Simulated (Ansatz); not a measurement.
`S[SiH2]Cl` + `F[C](F)F`• → `S[SiH]Cl`• + trifluoromethane  (hydrogen abstraction from the Si–H bond)

Isolated molecules relaxed with PBE0-D4/def2-TZVP in Ansatz; ΔE leaves out vibrations. CCSD(T)/CBS is the MP2 limit (def2-TZVPP, def2-QZVPP) plus CCSD(T) − MP2 in def2-TZVPP, frozen cores. This one scheme is used for every species. Functionals use def2-TZVPP. No spin–orbit coupling; open shells (•) take unrestricted orbitals. One conformer a species, not always the lowest.

CCSD(T)/CBS gives -74.2 kJ/mol.

Another level gave -68.7 kJ/mol. Which?
A. r2SCAN-D4/def2-TZVPP
B. revPBE/def2-TZVPP
C. LDA (SPW92)/def2-TZVPP
D. HF/def2-TZVPP

A. r2SCAN-D4 -68.7, revPBE -74.2, LDA (SPW92) -86.8, HF/def2-TZVPP -51.1 kJ/mol.

Largest T1 diagnostic among the species: 0.014.

From BLYP to BHLYP (50 % exact exchange), in def2-TZVPP and without D4, ΔE moves by +5.9 kJ/mol. In def2-TZVPP, CCSD(T) changes the Hartree–Fock value by −22.4 kJ/mol (the triples alone add −1.9 kJ/mol) and MP2 by −25.3 kJ/mol.

CCSD(T)/CBS has its own doubt, a few kJ/mol and more with outer-core shells, so smaller differences from it don't rank the levels.
